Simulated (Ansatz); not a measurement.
RuO$_{2}$:
```xyz
6
Lattice="4.5224 0.0000 0.0000 0.0000 4.5224 0.0000 0.0000 0.0000 3.1198" Properties=species:S:1:pos:R:3 pbc="T T T"
Ru     2.2612     2.2612     1.5599
Ru     0.0000     0.0000     0.0000
O      3.6436     0.8788     1.5599
O      0.8788     3.6436     1.5599
O      1.3824     1.3824     0.0000
O      3.1400     3.1400     0.0000
```

Relaxed with PBE. Special points in fractions of this cell's reciprocal vectors: Γ (0.000, 0.000, 0.000); X (0.000, 0.500, 0.000); M (0.500, 0.500, 0.000); Z (0.000, 0.000, 0.500); R (0.000, 0.500, 0.500); A (0.500, 0.500, 0.500).

Q: List the band energies nearest the Fermi level at these points for plane-wave PAW PBE (Ansatz code).

A: In eV from the Fermi level; about four levels below and three above (degenerate sets whole), none deeper than 8.9 eV; points with the same levels are listed once.

```json
[
 {"k": "Γ", "below": "-1.38 -1.29 -1.29 -0.86", "above": "1.47 1.72 4.47 4.47"},
 {"k": "X", "below": "-0.48 -0.48 -0.30 -0.30", "above": "0.38 0.38 3.95 3.95"},
 {"k": "M", "below": "-1.38 -1.38 -1.26 -1.26", "above": "0.82 0.82 3.43 3.43"},
 {"k": "Z", "below": "-0.59 -0.59 -0.02 -0.02", "above": "0.87 0.87 3.04 3.04"},
 {"k": "R", "below": "-1.65 -1.65 -0.53 -0.53", "above": "1.10 1.10 1.92 1.92"},
 {"k": "A", "below": "-0.52 -0.52 -0.48 -0.48", "above": "0.22 0.22 3.01 3.01"}
]
```

Space group P4_2/mnm (rutile). The PBE relaxation kept the symmetry of its start. The run is not spin-polarised. Scalar-relativistic: spin–orbit coupling is off unless named, which matters more the heavier the elements.

Potentials: the later of the program's two PAW sets.
